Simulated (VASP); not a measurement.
Wanted: the native input for a VASP 6.6.1 run.

```yaml
Task: relaxation of cell and atoms
Functional: LDA
Potentials_or_basis: VASP PAW LDA potentials, release 64 (Fe, O)
Cutoff: 600 eV
k_mesh: 8 × 8 × 8
Occupations: fermi-dirac, width 0.05 eV
Spin: collinear spin, ferromagnetic start
Starting_moments: "[3.0, 0.0] μB"
Further_INCAR_settings: ALGO = Fast; EDIFF = 1e-06; IBRION = 2; EDIFFG = -0.02; NSW = 60; ISIF = 3
```

The structure of FeO (Wuestite) lies in POSCAR:

```
FeO
1.0
    0.0000000000      2.1554000000      2.1554000000
    2.1554000000      0.0000000000      2.1554000000
    2.1554000000      2.1554000000      0.0000000000
Fe O
1 1
Direct
    0.0000000000      0.0000000000      0.0000000000
    0.5000000000      0.5000000000      0.5000000000
```

These files were run (other wordings do the same):

INCAR

```
SYSTEM = FeO
  PREC = Accurate
  ENCUT = 600
  EDIFF = 1E-6
  ISMEAR = -1
  SIGMA = 0.05
  LREAL = .False.
  LASPH = .True.
  NELM = 100
  ALGO = Fast
  ISIF = 3
  LWAVE = .False.
  LCHARG = .False.
  ISPIN = 2
  MAGMOM = 3 0
  LORBIT = 11
  LMAXMIX = 4
  IBRION = 2
  NSW = 60
  EDIFFG = -0.02
```

KPOINTS

```
Automatic mesh
0
Gamma
  8 8 8
  0 0 0
```

Potentials or basis: VASP PAW LDA potentials, release 64 (Fe, O).

The run is started by

```bash
$ cat potpaw_LDA.64/Fe/POTCAR potpaw_LDA.64/O/POTCAR > POTCAR
$ mpirun -np 1 vasp_std > vasp.out
```

It gave:

```json
{
 "Relaxed volume": "9.13 Å³/atom",
 "Relaxed cell": "a = 2.956 Å, b = 2.956 Å, c = 2.956 Å, α = 60.00°, β = 60.00°, γ = 60.00°",
 "Space group after relaxing (to 0.05 Å)": "Fm-3m (No. 225)",
 "Energy gained by relaxing": "47.5 meV/atom",
 "Ionic steps": "4",
 "Pressure after relaxing": "-0.2 GPa",
 "Band gap on the k mesh": "none (metal or under the smearing width)",
 "Net moment": "3.80 μB per cell",
 "Site moments": "Fe +3.42; O +0.29 μB",
 "Valence electrons inside the program's atomic spheres": "Fe 6.95; O 5.00"
}
```

Caveat: a cell with one magnetic atom can't hold antiferromagnetic order, which such compounds often take; semilocal functionals often make such compounds metallic where correlation or magnetic order opens a gap, which also shifts bond lengths.

It took 34 s on 1 thread of Intel(R) Xeon(R) Platinum 8259CL CPU @ 2.50GHz (Skylake/Cascade Lake), with other jobs on the host, peak memory 0.15 GiB.
